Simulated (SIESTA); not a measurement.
The system is Zn.

```
Zn
1.0
     2.67000    0.00000    0.00000
    -1.33500    2.31229    0.00000
     0.00000    0.00000    4.96600
Zn
2
Cartesian
  1.3350 0.7708 3.7245
  0.0000 1.5415 1.2415
```

Program: SIESTA 5.4.2. Alike in all runs: no spin polarisation; cell as given; k mesh 11 × 11 × 6; smearing fermi-dirac 0.05 eV; grid cutoff 800 Ry; energy shift 0.003 Ry.

Problem. Order these runs on this cell by their pressure, lowest first.
A. level PBEsol; potentials or basis PseudoDojo 0.4 standard (PBEsol files), DZP (energy shift 0.003 Ry; two zetas on semicore shells)
B. level PBE; potentials or basis PseudoDojo 0.4 standard (PBE files), DZP (energy shift 0.003 Ry; two zetas on semicore shells)
C. level LDA; potentials or basis PseudoDojo 0.4 standard (LDA files), DZP (energy shift 0.003 Ry; two zetas on semicore shells)

Solution. C (-12.3 GPa), A (-9.0 GPa), B (-4.1 GPa).

Caveats: short orbitals over semicore shells can move pressures by several GPa; the basis of atomic orbitals isn't converged, which shifts pressures, moduli and gaps.

Not every run made on this cell is shown here.
